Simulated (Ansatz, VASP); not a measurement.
**One calculation of TiPt3, two programs**

```
Ti Pt
1.0
     3.89700    0.01948    0.01948
     0.01948    3.89700    0.01948
     0.01948    0.01948    3.89700
Ti Pt
1 3
Direct
  0.00000 0.00000 0.00000
  0.00000 0.50000 0.50000
  0.50000 0.00000 0.50000
  0.50000 0.50000 0.00000
```

Change from the starting cell: equal xy, yz and zx shear strains of +1 %, crystal datasets.

Alike in both runs: task electric field gradients; functional PBEsol; k mesh 9 × 9 × 9; occupations fermi-dirac, width 0.05 eV; no spin polarisation.

|  | VASP | Ansatz |
| --- | --- | --- |
| version | VASP 6.6.1 | Ansatz 0.2.0 |
| potentials or method | VASP PAW PBE potentials, release 64 (Ti_sv, Pt), cutoff 520 eV | all-electron PAW with datasets made for the crystal, scalar-relativistic |

|  | VASP | Ansatz | Ansatz less VASP |
| --- | --- | --- | --- |
| pressure (GPa) | 0.3 | 0.6 | +0.26 |
| largest component of the traceless stress (GPa) | 1.55 | 1.56 | +0.003 |
| Vzz of the field gradient on the site that differs most (V/Å²) | -71.5 | -78.5 | -6.99 |

Ansatz ran all-electron here, so the differences hold the error of VASP's frozen core and of both bases. Ansatz warned: «gradients_without_spin_orbit».

Caveats: the PAW data sets were made with another functional, which shifts forces and pressure a little (VASP). The runs have no spin-orbit coupling, so splittings on Pt are missing.
